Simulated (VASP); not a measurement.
# B (Pmmn) in VASP: notebook

The runs below take B through relaxation of cell and atoms, with RPBE+D3(BJ), RPBE+D4, LDA.

Program: VASP 6.6.1. These are calculated values, not measurements. Logs are shortened: lines on timing, memory, paths and dates and some standing lists are left out, and cuts for length are marked.

## 1. Starting point

The structure is orthorhombic, space group Pmmn (No. 59). The conventional cell has a = 1.625 Å, b = 2.866 Å, c = 3.914 Å, α = 90.00°, β = 90.00°, γ = 90.00°. Around B (site symmetry mm2) lie 6 B at 1.62 to 1.86 Å.

The cell was built by a generator and needn't be a form met in nature.

## 2. Relaxation of cell and atoms, RPBE+D3(BJ)

Input file INCAR:

```
PREC = Accurate
ENCUT = 600
EDIFF = 1E-7
ISMEAR = -1
SIGMA = 0.05
LREAL = False
LASPH = True
NELM = 100
ALGO = Normal
ISIF = 3
LWAVE = False
LCHARG = False
GGA = RP
IVDW = 12
IBRION = 2
NSW = 40
EDIFFG = -0.005
```

Input file KPOINTS:

```
Automatic mesh
0
Gamma
  16 9 7
```

Input file POSCAR:

```
B
1.0
    1.6245600000      0.0000000000      0.0000000000
    0.0000000000      2.8661500000      0.0000000000
    0.0000000000      0.0000000000      3.9144000000
B
2
Direct
    0.0000000000      0.5000000000      0.6092600000
    0.5000000000      0.0000000000      0.3907400000
```

Potentials or basis: VASP PAW PBE potentials, release 64 (B).

Started as:

```console
> cat potpaw_PBE.64/B/POTCAR > POTCAR
> mpirun -np 1 vasp_std > vasp.out
```

OUTCAR:

```text
PREC = Accurate
   ENCUT = 600
   EDIFF = 1E-7
   ISMEAR = -1
   LREAL = False
   LASPH = True
   NELM = 100
   ISIF = 3
   GGA = RP
   IVDW = 12
   IBRION = 2
   NSW = 40
   EDIFFG = -0.005
 IVDW          = 12

 ion  position               nearest neighbor table
   1  0.000  0.500  0.609-   2 1.86   2 1.86   2 1.86   2 1.86
   2  0.500  0.000  0.391-   1 1.86   1 1.86   1 1.86   1 1.86

  LATTYP: Found a simple orthorhombic cell.
 ALAT       =     1.6245600000
 B/A-ratio  =     1.7642623233
 C/A-ratio  =     2.4095139607

  Lattice vectors:

 A1 = (   1.6245600000,   0.0000000000,   0.0000000000)
 A2 = (   0.0000000000,   2.8661500000,   0.0000000000)
 A3 = (   0.0000000000,   0.0000000000,   3.9144000000)

Analysis of symmetry for initial positions (statically):
=====================================================================
 Subroutine PRICEL returns:
 Original cell was already a primitive cell.

 Routine SETGRP: Setting up the symmetry group for a
 simple orthorhombic supercell.

 Subroutine GETGRP returns: Found  8 space group operations
 (whereof  4 operations were pure point group operations)
 out of a pool of  8 trial point group operations.

The static configuration has the point symmetry C_2v.
 The point group associated with its full space group is D_2h.

Analysis of symmetry for dynamics (positions and initial velocities):
=====================================================================
 Subroutine PRICEL returns:
 Original cell was already a primitive cell.

 Routine SETGRP: Setting up the symmetry group for a
 simple orthorhombic supercell.

 Subroutine GETGRP returns: Found  8 space group operations
 (whereof  4 operations were pure point group operations)
 out of a pool of  8 trial point group operations.

The dynamic configuration has the point symmetry C_2v.
 The point group associated with its full space group is D_2h.

 Subroutine INISYM returns: Found  8 space group operations
 (whereof  4 operations are pure point group operations),
 and found     1 'primitive' translations

----------------------------------------------------------------------------------------

                                     Primitive cell

  volume of cell :      18.2264

  direct lattice vectors                    reciprocal lattice vectors
     1.624560000  0.000000000  0.000000000     0.615551288  0.000000000  0.000000000
     0.000000000  2.866150000  0.000000000     0.000000000  0.348900092  0.000000000
     0.000000000  0.000000000  3.914400000     0.000000000  0.000000000  0.255466994

  length of vectors
     1.624560000  2.866150000  3.914400000     0.615551288  0.348900092  0.255466994

  position of ions in fractional coordinates (direct lattice)
     0.000000000  0.500000000  0.609260000
     0.500000000  0.000000000  0.390740000

  ion indices of the primitive-cell ions
   primitive index   ion index
                 1           1
                 2           2

----------------------------------------------------------------------------------------

 KPOINTS: Automatic mesh

Automatic generation of k-mesh.
 Grid dimensions read from file:
 generate k-points for:   16    9    7

 Generating k-lattice:

  Cartesian coordinates                     Fractional coordinates (reciprocal lattice)
     0.038471955  0.000000000  0.000000000     0.062500000  0.000000000  0.000000000
     0.000000000  0.038766677  0.000000000     0.000000000  0.111111111  0.000000000
     0.000000000  0.000000000  0.036495285     0.000000000  0.000000000  0.142857143

  Length of vectors
     0.038471955  0.038766677  0.036495285

  Shift w.r.t. Gamma in fractional coordinates (k-lattice)
     0.000000000  0.000000000  0.000000000

 Subroutine IBZKPT returns following result:
 ===========================================

 Found    180 irreducible k-points:

 Following reciprocal coordinates:
            Coordinates               Weight
  0.000000  0.000000  0.000000      1.000000
  0.062500  0.000000  0.000000      2.000000
  0.125000  0.000000  0.000000      2.000000
  0.187500  0.000000  0.000000      2.000000
  0.250000  0.000000  0.000000      2.000000
  0.312500  0.000000  0.000000      2.000000
[... 16 lines left out ...]
  0.250000  0.222222  0.000000      4.000000
  0.312500  0.222222  0.000000      4.000000
 [... further k-points ...]
   k-points           NKPTS =    180   k-points in BZ     NKDIM =    180   number of bands    NBANDS=      7
   number of dos      NEDOS =    301   number of ions     NIONS =      2
   total plane-waves  NPLWV =  10752
   dimension x,y,z NGX =    14 NGY =   24 NGZ =   32
   dimension x,y,z NGXF=    28 NGYF=   48 NGZF=   64
   ions per type =               2
   NGX,Y,Z   is equivalent  to a cutoff of  14.33, 13.92, 13.59 a.u.
   NGXF,Y,Z  is equivalent  to a cutoff of  28.65, 27.84, 27.18 a.u.
 SYSTEM =  unknown system
   PREC   = accura    normal or accurate (medium, high low for compatibility)
   ISTART =      0    job   : 0-new  1-cont  2-samecut
   ICHARG =      2    charge: 1-file 2-atom 10-const
   ISPIN  =      1    spin polarized calculation?
   LNONCOLLINEAR =      F non collinear calculations
   LSORBIT =      F    spin-orbit coupling
   LASPH  =      T    aspherical Exc in radial PAW
   ENCUT  =  600.0 eV  44.10 Ry    6.64 a.u.   3.24  5.72  7.82*2*pi/ulx,y,z
   NELM   =    100;   NELMIN=  2; NELMDL= -5     # of ELM steps
   EDIFF  = 0.1E-06   stopping-criterion for ELM
   LREAL  =      F    real-space projection
   EDIFFG = -.5E-02   stopping-criterion for IOM
   NSW    =     40    number of steps for IOM
   IBRION =      2    ionic relax: 0-MD 1-quasi-New 2-CG
   NFREE  =      1    steps in history (QN), initial steepest desc. (CG)
   ISIF   =      3    stress and relaxation
   ISYM   =      2    0-nonsym 1-usesym 2-fastsym
   POTIM  = 0.5000    time-step for ionic-motion
   TEBEG  =    0.0;   TEEND  =   0.0 temperature during run
   PSTRESS=    0.0 pullay stress
   NELECT =       6.0000    total number of electrons
   NUPDOWN=      -1.0000    fix difference up-down
   EMIN   =  10.00;   EMAX   =-10.00  energy-range for DOS
   EFERMI =   0.00;   METHOD = LEGACY
   ISMEAR =    -1;   SIGMA  =   0.05  broadening in eV -4-tet -1-fermi 0-gaus
   EFERMI_NEDOS =   21; number of points for ismear=-14 and -15
   IALGO  =     38    algorithm
   IMIX   =      4    mixing-type and parameters
     AMIX     =   0.40;   BMIX     =  1.00
     AMIX_MAG =   1.60;   BMIX_MAG =  1.00
  volume/ion in A,a.u.               =       9.11        61.50
  Fermi-wavevector in a.u.,A,eV,Ry     =   1.130382  2.136113 17.385032  1.277764
  Thomas-Fermi vector in A             =   2.267078
   LORBIT       =      0    0 simple, 1 ext, 2 COOP (PROOUT), +10 PAW based schemes
   GGA     = RP    functional components
   LHFCALC =     F    Hartree Fock is set to
   AEXX    =    0.0000 exact exchange contribution
   IVDW    =    12    specifies the selected vdW correction
   LEPSILON=     F    determine dielectric tensor
   LRPA    =     F    only Hartree local field effects (RPA)
 conjugate gradient relaxation of ions
 non-spin polarized calculation
  energy-cutoff  :      600.00
  volume of cell :       18.23
 maximum number of plane-waves:       624
 NGX is ok and might be reduce to    14
   NGX =  7   NGY = 11   NGZ = 15

--------------------------------------- Ionic step        1  -------------------------------------------

 number of electron       6.0000000 magnetization

 Free energy of the ion-electron system (eV)
  ---------------------------------------------------
  ext. energy  EPLUGINS =         0.00000000
  ---------------------------------------------------
  free energy    TOTEN  =       -11.87252234 eV

  energy without entropy =      -11.86938727  energy(sigma->0) =      -11.87095481

------------------------ aborting loop because EDIFF is reached ----------------------------------------

 Edisp (eV)   -1.08542

 E8    (eV) :    -0.5367

  FORCE on cell =-STRESS in cart. coord.  units (eV):
  Direction    XX          YY          ZZ          XY          YZ          ZX
  --------------------------------------------------------------------------------------
  -------------------------------------------------------------------------------------
  Total      -0.82558    -0.69224    -0.59550     0.00000     0.00000     0.00000
  in kB     -72.57238   -60.85114   -52.34725     0.00000     0.00000     0.00000
  external pressure =      -61.92 kB  Pullay stress =        0.00 kB
[... 97 lines left out ...]
  FREE ENERGIE OF THE ION-ELECTRON SYSTEM (eV)
  ---------------------------------------------------
  free  energy   TOTEN  =       -12.9702763078 eV

  energy  without entropy=      -12.9668792331  energy(sigma->0) =      -12.96857777

[... ionic steps 4 to 21 ...]

--------------------------------------- Ionic step       22  -------------------------------------------

 number of electron       6.0000000 magnetization

------------------------ aborting loop because EDIFF is reached ----------------------------------------

 Edisp (eV)   -1.33918

 E8    (eV) :    -0.6607
[... 69 lines left out ...]
  energy  without entropy=      -13.0595022925  energy(sigma->0) =      -13.06040540

--------------------------------------- Ionic step       24  -------------------------------------------

 number of electron       6.0000000 magnetization

 Free energy of the ion-electron system (eV)
  ---------------------------------------------------
  ext. energy  EPLUGINS =         0.00000000
  ---------------------------------------------------
  free energy    TOTEN  =       -11.72201065 eV

  energy without entropy =      -11.72020135  energy(sigma->0) =      -11.72110600

 E-fermi :   6.5581     XC(G=0): -11.4895

 val. band max:        6.5002533398   @ k =   0.3750   0.3333   0.2857
 cond. band min:       6.6585086984   @ k =   0.2500   0.0000   0.0000
 fundamental gap:      0.1582553586
 Fermi energy:         6.5581024883

 k-point     1 :       0.0000    0.0000    0.0000
  band No.  band energies     occupation
      1     -10.3119      2.00000
      2       1.4579      2.00000
      3       2.1831      2.00000
      4       3.2596      2.00000
      5      10.0769      0.00000
      6      15.8566      0.00000
      7      22.4672      0.00000
[... 221 lines left out ...]
 k-point    24 :       0.3125    0.2222    0.0000
  band No.  band energies     occupation
      1      -5.6367      2.00000
      2       1.7317      2.00000
      3       6.3336      1.97780
      4       9.0272      0.00000
      5      13.4776      0.00000
      6      15.9489      0.00000
      7      19.6614      0.00000

 [... further k-points ...]

------------------------ aborting loop because EDIFF is reached ----------------------------------------

 Edisp (eV)   -1.33930

 E8    (eV) :    -0.6608

  FORCE on cell =-STRESS in cart. coord.  units (eV):
  Direction    XX          YY          ZZ          XY          YZ          ZX
  --------------------------------------------------------------------------------------
  -------------------------------------------------------------------------------------
  Total       0.00549     0.00091    -0.00206     0.00000     0.00000     0.00000
  in kB       0.59543     0.09905    -0.22282     0.00000     0.00000     0.00000
  external pressure =        0.16 kB  Pullay stress =        0.00 kB
[... 17 lines left out ...]
  FREE ENERGIE OF THE ION-ELECTRON SYSTEM (eV)
  ---------------------------------------------------
  free  energy   TOTEN  =       -13.0613100740 eV

  energy  without entropy=      -13.0595007780  energy(sigma->0) =      -13.06040543

 reached required accuracy - stopping structural energy minimisation
```

It took 2.8 min on 1 thread of AMD EPYC 7R13 (Zen 3), shared host; peak memory 0.12 GiB.

Results:

* Free energy: -13.0613 eV
* Relaxed volume: 7.39 Å³/atom
* Relaxed cell: a = 1.611 Å, b = 2.780 Å, c = 3.300 Å, α = 90.00°, β = 90.00°, γ = 90.00°
* Space group after relaxing (to 0.05 Å): Pmmn (No. 59)
* Energy gained by relaxing: 51.7 meV/atom
* Ionic steps: 24
* Pressure after relaxing: 0.0 GPa
* Band gap on the k mesh: none (metal or under the smearing width)
* Dispersion energy per atom: -0.670 eV

The path:
```csv
step,energy change (eV),largest force (eV/Å),pressure (GPa),volume (Å³)
1,0.0000,0.0991,-6.19,18.23
2,-0.0086,0.3390,3.48,17.31
3,-0.0123,0.2492,-0.14,17.63
4,-0.0292,0.2399,0.17,17.13
5,-0.0386,0.1310,1.07,16.37
6,-0.0471,0.0867,0.78,16.18
7,-0.0682,0.0442,0.11,15.61
8,-0.0856,0.1088,-0.25,14.47
9,-0.0987,0.0833,2.84,14.36
10,-0.0987,0.0807,3.06,14.35
11,-0.1011,0.0844,0.68,14.49
12,-0.1012,0.0844,0.02,14.53
13,-0.1018,0.0599,0.30,14.56
14,-0.1022,0.0214,0.68,14.61
15,-0.1027,0.0087,0.36,14.65
16,-0.1031,0.0286,-0.49,14.78
17,-0.1032,0.0208,-0.32,14.76
18,-0.1033,0.0196,0.17,14.77
19,-0.1033,0.0195,0.21,14.77
20,-0.1034,0.0070,0.03,14.78
21,-0.1034,0.0017,-0.04,14.79
22,-0.1034,0.0028,-0.03,14.79
23,-0.1034,0.0031,-0.02,14.79
24,-0.1034,0.0014,0.02,14.79
```

Final structure:
```
B
1.0
     1.61149    0.00000    0.00000
     0.00000    2.78030    0.00000
     0.00000    0.00000    3.30000
B
2
Direct
  0.00000 0.50000 0.63548
  0.50000 0.00000 0.36452
```

Caveat: the volume moved by over 15 % at a fixed basis, so the end points are rough; the PAW data sets were made with another functional, which shifts forces and pressure a little.

## 3. Relaxation of cell and atoms, RPBE+D4

INCAR: that of step 2 with these lines changed.

```diff
@@ -13,3 +13,3 @@
 GGA = RP
-IVDW = 12
+IVDW = 13
 IBRION = 2
```

KPOINTS is that of step 2.

POSCAR is that of step 2.

Potentials or basis: VASP PAW PBE potentials, release 64 (B).

Started as:

```console
> cat potpaw_PBE.64/B/POTCAR > POTCAR
> mpirun -np 1 vasp_std > vasp.out
```

It took 2.9 min on 1 thread of AMD EPYC 7R13 (Zen 3), shared host; peak memory 0.11 GiB.

The run converged. Its results:

| Property | Result |
| --- | --- |
| Free energy | -12.7541 eV |
| Relaxed volume | 7.82 Å³/atom |
| Relaxed cell | a = 1.617 Å, b = 2.819 Å, c = 3.432 Å, α = 90.00°, β = 90.00°, γ = 90.00° |
| Space group after relaxing (to 0.05 Å) | Pmmn (No. 59) |
| Energy gained by relaxing | 33.9 meV/atom |
| Ionic steps | 21 |
| Pressure after relaxing | 0.0 GPa |
| Band gap on the k mesh | none (metal or under the smearing width) |
| Dispersion energy per atom | -0.479 eV |

Step by step:
```tsv
step	energy change (eV)	largest force (eV/Å)	pressure (GPa)	volume (Å³)
1	0.0000	0.1525	-3.78	18.23
2	-0.0080	0.2474	1.21	17.66
3	-0.0080	0.2440	1.03	17.68
4	-0.0144	0.2312	1.11	17.50
5	-0.0314	0.1477	1.43	16.97
6	-0.0494	0.0773	2.91	15.91
7	-0.0610	0.1328	0.23	15.77
8	-0.0638	0.1670	-1.75	15.66
9	-0.0668	0.0724	0.67	15.51
10	-0.0669	0.0865	0.26	15.54
11	-0.0673	0.0560	0.07	15.55
12	-0.0674	0.0255	-0.14	15.56
13	-0.0675	0.0062	0.36	15.55
14	-0.0675	0.0058	0.37	15.55
15	-0.0676	0.0006	0.29	15.57
16	-0.0677	0.0145	0.10	15.62
17	-0.0677	0.0058	0.04	15.64
18	-0.0677	0.0030	0.02	15.65
19	-0.0677	0.0036	0.02	15.65
20	-0.0677	0.0005	-0.09	15.65
21	-0.0677	0.0015	-0.03	15.65
```

Final structure:
```yaml
crystal:
  lattice:
    - [1.61743, 0.00000, 0.00000]
    - [0.00000, 2.81922, 0.00000]
    - [0.00000, 0.00000, 3.43199]
  atoms:
    - { symbol: B, position: [0.00000, 0.50000, 0.62866] }
    - { symbol: B, position: [0.50000, 0.00000, 0.37134] }
```

Levels at points of the mesh, in eV from the Fermi level:
| k point | band 1 | band 2 | band 3 | band 4 | band 5 | band 6 |
| --- | --- | --- | --- | --- | --- | --- |
| (0.00, 0.00, 0.00) | -16.66 | -5.25 | -4.88 | -3.11 | 3.15 | 8.85 |
| (0.50, 0.00, 0.00) | -7.27 | -7.27 | 6.79 | 6.79 | 7.63 | 7.63 |

Caveat: the PAW data sets were made with another functional, which shifts forces and pressure a little.

## 4. Relaxation of cell and atoms, LDA

Input file INCAR:

```
SYSTEM = B
ALGO = Fast ; EDIFF = 1E-6
EDIFFG = -0.005 ; ENCUT = 600
IBRION = 2 ; ISIF = 3
ISMEAR = -1 ; LASPH = .True.
LCHARG = .False. ; LREAL = .False.
LWAVE = .False. ; NELM = 60
NSW = 40 ; PREC = Accurate
PSTRESS = 0 ; SIGMA = 0.05
```

Input file KPOINTS:

```
k-points
0
Gamma
  16 9 7
  0 0 0
```

POSCAR is that of step 3.

Potentials or basis: VASP PAW LDA potentials, release 64 (B).

Started as:

```console
> cat potpaw_LDA.64/B/POTCAR > POTCAR
> mpirun -np 1 vasp_std > vasp.out
```

Run time: 1.8 min. Hardware: 1 thread of AMD EPYC 7R13 (Zen 3), shared host; peak memory 0.11 GiB.

The run converged. Its results:

```
Free energy                            : -13.9282 eV
Relaxed volume                         : 8.19 Å³/atom
Relaxed cell                           : a = 1.618 Å, b = 2.824 Å, c = 3.584 Å, α = 90.00°, β = 90.00°, γ = 90.00°
Space group after relaxing (to 0.05 Å) : Pmmn (No. 59)
Energy gained by relaxing              : 17.0 meV/atom
Ionic steps                            : 19
Pressure after relaxing                : -0.1 GPa
Band gap on the k mesh                 : none (metal or under the smearing width)
```

The path:
| step | energy change (eV) | largest force (eV/Å) | pressure (GPa) | volume (Å³) |
| --- | --- | --- | --- | --- |
| 1 | 0.0000 | 0.2155 | -6.07 | 18.23 |
| 2 | -0.0012 | 0.0709 | 5.32 | 17.33 |
| 3 | -0.0107 | 0.0785 | -0.46 | 17.76 |
| 4 | -0.0182 | 0.0328 | -0.11 | 17.48 |
| 5 | -0.0195 | 0.0950 | 0.13 | 17.33 |
| 6 | -0.0243 | 0.1220 | -1.39 | 17.23 |
| 7 | -0.0256 | 0.1451 | -2.59 | 17.15 |
| 8 | -0.0284 | 0.1518 | -1.61 | 16.96 |
| 9 | -0.0302 | 0.1657 | 0.15 | 16.64 |
| 10 | -0.0332 | 0.0856 | 0.12 | 16.45 |
| 11 | -0.0339 | 0.0249 | 0.12 | 16.31 |
| 12 | -0.0339 | 0.0276 | 0.12 | 16.31 |
| 13 | -0.0340 | 0.0170 | 0.07 | 16.34 |
| 14 | -0.0340 | 0.0011 | -0.01 | 16.37 |
| 15 | -0.0340 | 0.0007 | -0.01 | 16.37 |
| 16 | -0.0340 | 0.0008 | 0.00 | 16.37 |
| 17 | -0.0340 | 0.0025 | -0.03 | 16.38 |
| 18 | -0.0340 | 0.0006 | -0.02 | 16.37 |
| 19 | -0.0340 | 0.0020 | -0.05 | 16.37 |

Final structure:
```yaml
crystal:
  lattice:
    - [1.61760, 0.00000, 0.00000]
    - [0.00000, 2.82440, 0.00000]
    - [0.00000, 0.00000, 3.58395]
  atoms:
    - { symbol: B, position: [0.00000, 0.50000, 0.61375] }
    - { symbol: B, position: [0.50000, 0.00000, 0.38625] }
```

Levels at points of the mesh, in eV from the Fermi level:
```tsv
k point	band 1	band 2	band 3	band 4	band 5	band 6	band 7
(0.00, 0.00, 0.00)	-16.36	-5.56	-5.26	-2.57	3.26	9.13	12.98
(0.50, 0.00, 0.00)	-7.28	-7.28	6.76	6.76	7.30	7.30	11.22
```

## 5. Overview

| level | potentials or basis | gap on the mesh (eV) | pressure (GPa) | relaxed volume (Å³/atom) |
| --- | --- | --- | --- | --- |
| RPBE+D3(BJ) | VASP PAW PBE potentials, release 64 (B) | none | 0.0 | 7.39 |
| RPBE+D4 | VASP PAW PBE potentials, release 64 (B) | none | 0.0 | 7.82 |
| LDA | VASP PAW LDA potentials, release 64 (B) | none | -0.1 | 8.19 |

Alike in all rows: task relaxation of cell and atoms; no spin polarisation; cell relaxed; k mesh 16 × 9 × 7; cutoff (eV) 600; smearing fermi-dirac 0.05 eV.

Caveats: the PAW data sets were made with another functional, which shifts forces and pressure a little (some runs); the volume moved by over 15 % at a fixed basis, so the end points are rough (some runs).

Absolute energies hang on the potentials; compare differences alone.
